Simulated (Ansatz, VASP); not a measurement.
One calculation of BiTe, two programs

```xyz
2
Lattice="0.0000 3.1972 3.1972 3.1972 0.0000 3.1972 3.1972 3.1972 0.0000" Properties=species:S:1:pos:R:3 pbc="T T T"
Bi    0.0000    0.0000    0.0000
Te    3.1972    3.1972    3.1972
```

Alike in both runs: functional PBEsol; k mesh 12 × 12 × 12; occupations gaussian, width 0.1 eV; no spin polarisation.

Ansatz relaxed the structure, and its values are those at the end. VASP's run is a single point on that final structure, the one shown.

```csv
,VASP,Ansatz
version,VASP 6.6.1,Ansatz 0.2.0
potentials or method,"VASP PAW PBE potentials, release 64 (Bi_d, Te)","scalar-relativistic, plane waves, PAW"
plane-wave cutoff (eV),520,420
valence electrons in the cell,21,31
```

```csv
,VASP,Ansatz,Ansatz less VASP
gap on the k mesh at the Fermi level (eV),none,none,-
pressure (GPa),0.0,0.0,+0.02
```

A gap of «none» marks a metal or a gap that the smearing closes. The functional is the same, so the differences come from potentials, cutoffs and numerics. The two sets of potentials don't hold the same shells in valence.

Caveats: the PAW data sets were made with another functional, which shifts forces and pressure a little (VASP); spin-orbit coupling is left out, which moves the levels of the heavy elements.
